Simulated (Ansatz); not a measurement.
**ZrO₂, first-principles data**

ZrO2:
```xyz
12
Lattice="5.1534 0.0000 0.0000 0.0000 5.2253 0.0000 -0.8709 0.0000 5.2598" Properties=species:S:1:pos:R:3 pbc="T T T"
Zr     3.0423     5.0049     4.1561
Zr     1.2401     0.2204     1.1037
Zr     0.8046     2.3923     3.7336
Zr     3.4778     2.8330     1.5262
O     -0.3814     0.8740     4.4435
O      4.6638     4.3513     0.8163
O      4.2283     3.4866     3.4462
O      0.0541     1.7386     1.8136
O      2.8163     1.3442     0.1175
O      1.4661     3.8810     5.1423
O      1.9015     3.9569     2.5124
O      2.3809     1.2684     2.7474
```

Space group P2_1/c (No. 14); conventional cell a = 5.153 Å, b = 5.225 Å, c = 5.331 Å, α = 90.00°, β = 99.40°, γ = 90.00°.

Method: plane-wave PAW r²SCAN (Ansatz code). Geometry: relaxed at this level of theory. Other levels are named where they apply.

Cell and energy:

```
Property                                                       Value
-----------------------------------------------------  -------------
Volume per atom                                             11.80 Å³
Density                                                   5.78 g/cm³
Formation energy from the elements (no fitted shifts)  -3.72 eV/atom
```

Electronic structure:

```
Property                                                                                                       Value
--------------------------------------------  ----------------------------------------------------------------------
Band gap                                                                                          4.16 eV (indirect)
Valence-band maximum                                                                                            at Γ
Conduction-band minimum                       at Y2 (k = 0.500, 0.000, 0.000 in fractions of the reciprocal vectors)
Smallest direct gap on the standard path                                                                     4.23 eV
Hole effective mass                                                               1.7, 2.3, 12 mₑ (principal values)
Hole effective mass with spin–orbit coupling                                      1.7, 2.3, 12 mₑ (principal values)
HSE06 gap on the r²SCAN cell                                                                                 5.22 eV
Gap with spin–orbit coupling                                                                                 4.16 eV
```

Charges:

```
Property                             Result
-------------  ----------------------------
Bader charges  Zr +2.68, O -1.37 to -1.32 e
```

Symmetry was held in the r²SCAN relaxation. The run is not spin-polarised. The references are the lowest solids computed at this level, not always the standard phases (solids in place of the gases). Spin–orbit coupling is left out wherever it is not named.

Potentials: the earlier of the program's two PAW sets. The files were generated under PBE; for other functionals the program regenerates the frozen cores, and for LDA and PBEsol the local potential too.
